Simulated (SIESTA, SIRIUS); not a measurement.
Given: the input of a run of SIESTA 5.4.2 on Ge. This isn't the form of Ge at room conditions, which is diamond.

The input Ge.fdf:

```
SystemName                      Ge
SystemLabel                     Ge
NumberOfSpecies                 1
NumberOfAtoms                   2
%block ChemicalSpeciesLabel
  1  32 Ge
%endblock ChemicalSpeciesLabel

LatticeConstant                 1.0 Ang
%block LatticeVectors
    -2.5744897190     2.5744897190     1.3974126432
     2.5744897190    -2.5744897190     1.3974126432
     2.5744897190     2.5744897190    -1.3974126432
%endblock LatticeVectors
AtomicCoordinatesFormat         Fractional
%block AtomicCoordinatesAndAtomicSpecies
     0.5000000000     0.5000000000     0.0000000000  1  Ge
     0.2500000000     0.7500000000     0.5000000000  1  Ge
%endblock AtomicCoordinatesAndAtomicSpecies

%block kgrid.MonkhorstPack
   11   0   0  0.0
    0  11   0  0.0
    0   0  11  0.0
%endblock kgrid.MonkhorstPack
XC.Functional                   GGA
XC.Authors                      PBEsol
PAO.BasisSize                   DZP
PAO.EnergyShift                 0.003 Ry
Mesh.Cutoff                     800 Ry
OccupationFunction              FD
ElectronicTemperature           0.05 eV
MaxSCFIterations                120
SCF.MustConverge                false
SCF.Mixer.Method                Pulay
SCF.Mixer.Weight                0.25
SCF.Mixer.History               8
SCF.DM.Tolerance                5.0e-05
SCF.H.Tolerance                 1.0e-03 eV
WriteForces                     true
Charge.Mulliken                 end
Charge.Hirshfeld                end
Charge.Voronoi                  end
SaveRho                         true
SaveElectrostaticPotential      true
%block PAO.Basis
  Ge 4
  n=4 0 2
    5.960 0.000
  n=4 1 2
    8.130 0.000
  n=3 2 2
    3.189 0.000
  n=4 2 1
    8.130
%endblock PAO.Basis
```

Potentials or basis: PseudoDojo 0.4 standard (PBEsol files), converted to PSML, two zetas on semicore shells, DZP (energy shift 0.003 Ry; two zetas on semicore shells).

Run with:

```sh
$ siesta < Ge.fdf > Ge.out 2>&1
```

Problem. Set up the same calculation for SIRIUS 7.10.0. Potentials or basis there: PseudoDojo 0.4.1 PBEsol standard (scalar relativistic), cutoff 1078 eV.

Solution. As run (cutoffs and basis follow the program's own potentials, and thresholds, step limits or extra output files can differ):

sirius.json

```json
{
  "control": {
    "processing_unit": "cpu",
    "verbosity": 2,
    "num_bands_to_print": 22,
    "print_forces": true,
    "print_stress": true
  },
  "parameters": {
    "electronic_structure_method": "pseudopotential",
    "xc_functionals": ["XC_GGA_X_PBE_SOL", "XC_GGA_C_PBE_SOL"],
    "gk_cutoff": 8.9,
    "pw_cutoff": 17.8,
    "ngridk": [11, 11, 11],
    "shiftk": [0, 0, 0],
    "smearing": "fermi_dirac",
    "smearing_width": 0.0018374661,
    "num_bands": 22,
    "num_mag_dims": 0,
    "num_dft_iter": 100,
    "energy_tol": 1e-08,
    "density_tol": 1e-06
  },
  "iterative_solver": {
    "type": "davidson",
    "min_tolerance": 1e-09,
    "tolerance_scale": [0.1, 0.25]
  },
  "mixer": {
    "type": "anderson",
    "beta": 0.7,
    "max_history": 8
  },
  "settings": {
    "tol_ne": 1e-10,
    "pseudo_grid_cutoff": 6.5
  },
  "unit_cell": {
    "lattice_vectors": [
      [-4.865080479575, 4.865080479575, 2.640727178737],
      [4.865080479575, -4.865080479575, 2.640727178737],
      [4.865080479575, 4.865080479575, -2.640727178737]
    ],
    "atom_coordinate_units": "lattice",
    "atom_types": ["Ge"],
    "atom_files": {
      "Ge": "Ge.json"
    },
    "atoms": {
      "Ge": [
        [0.5, 0.5, 0.0],
        [0.25, 0.75, 0.5]
      ]
    }
  }
}
```

Potentials or basis: PseudoDojo 0.4.1 PBEsol standard (scalar relativistic).

Run with:

```console
$ upf_to_json Ge.upf
$ OMP_NUM_THREADS=1 sirius.scf --input=sirius.json --output=out.json --task=0
```

Both were run:

|  | SIESTA | SIRIUS |
| --- | --- | --- |
| Pressure | 1.3 GPa | -0.6 GPa |

Pressure is positive in compression.
